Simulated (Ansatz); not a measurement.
Tunnelling through a barrier is set by its complex band structure: the current falls as exp(−2κd) with the smallest κ.

Input:

```
GeO2
1.0
    4.98695     0.00000     0.00000
   -2.49348     4.31883     0.00000
    0.00000     0.00000     5.67480
Ge O
3 6
Direct
  0.44935   0.00000   0.00000
  0.00000   0.44935   0.33333
  0.55065   0.55065   0.66667
  0.60440   0.90905   0.75600
  0.09095   0.69535   0.08933
  0.30465   0.39560   0.42267
  0.69535   0.09095   0.24400
  0.39560   0.30465   0.91067
  0.90905   0.60440   0.57733
```

The cell is taken as given; by r2SCAN it stands under a pressure of -0.7 GPa.

Transport runs along the normal of the first two printed cell vectors, the (001) plane of the conventional cell.

No gap correction and no spin-orbit coupling; mid-gap is the computed energy nearest the middle.

Question: Predict the band gap and the smallest decay constant κ at mid-gap from r2SCAN run with Ansatz (an electronic-structure program).

Answer: Gap 4.17 eV on a 12×12×6 mesh; κ = 0.341 1/Å, at the zone centre.
